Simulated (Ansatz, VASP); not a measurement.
**One calculation of Cs, two programs**

Contents of INCAR:

```
SYSTEM = Cs
PREC     = Accurate       ! precision mode
ENCUT    = 520            ! plane-wave cutoff, eV
EDIFF    = 1E-7           ! SCF threshold, eV
ISMEAR   = -1             ! smearing method
SIGMA    = 0.1            ! smearing width, eV
LREAL    = .False.        ! projectors in reciprocal space
LASPH    = .True.         ! aspherical terms in the spheres
NELM     = 100            ! most SCF steps
ALGO     = Normal         ! electronic algorithm
ISIF     = 2              ! what is computed and relaxed
LWAVE    = .False.        ! write WAVECAR
LCHARG   = .False.        ! write CHGCAR
NBANDS   = 10             ! bands
```

The input KPOINTS:

```
Automatic mesh
0
Gamma
  8 8 8
  0 0 0
```

Contents of POSCAR:

```
Cs
1.0
    4.3604533378      0.0000000000      0.0000000000
    0.0000000000      4.3604533378      0.0000000000
    0.0000000000      0.0000000000      4.3604533378
Cs
1
Direct
    0.0000000000      0.0000000000      0.0000000000
```

Input for Ansatz:

```yaml
crystal:
  lattice:
    - [4.3604533378, 0.0, 0.0]
    - [0.0, 4.3604533378, 0.0]
    - [0.0, 0.0, 4.3604533378]
  atoms:
    - { symbol: Cs, position: [0.0, 0.0, 0.0] }
kpoints:
  mp_grid: { grid: [8, 8, 8] }
scf:
  occupations: { method: fermi_dirac, width: 0.1 }
hamiltonian:
  xc: lda
  pseudopotentials: { kind: all_electron, lapw: { basis_error: 0.001 } }
output:
  forces: true
  stress: true
  eigenvalues: true
  populations: true
```

Change from the starting cell: volume scaled by 0.8, LAPW.

Alike in both runs: task single point; functional LDA; k mesh 8 × 8 × 8; occupations fermi-dirac, width 0.1 eV; no spin polarisation.

|  | VASP | Ansatz |
| --- | --- | --- |
| version | VASP 6.6.1 | Ansatz 0.2.0 |
| potentials or method | VASP PAW LDA potentials, release 64 (Cs_sv) | all-electron LAPW, scalar-relativistic |
| plane-wave cutoff (eV) | 520 | see its input |

```tsv
	VASP	Ansatz	Ansatz less VASP
pressure (GPa)	0.5	0.5	+0.02
```

Ansatz ran all-electron here, so the differences hold the error of VASP's frozen core and of both bases.

The runs have no spin-orbit coupling, so splittings on Cs are missing.
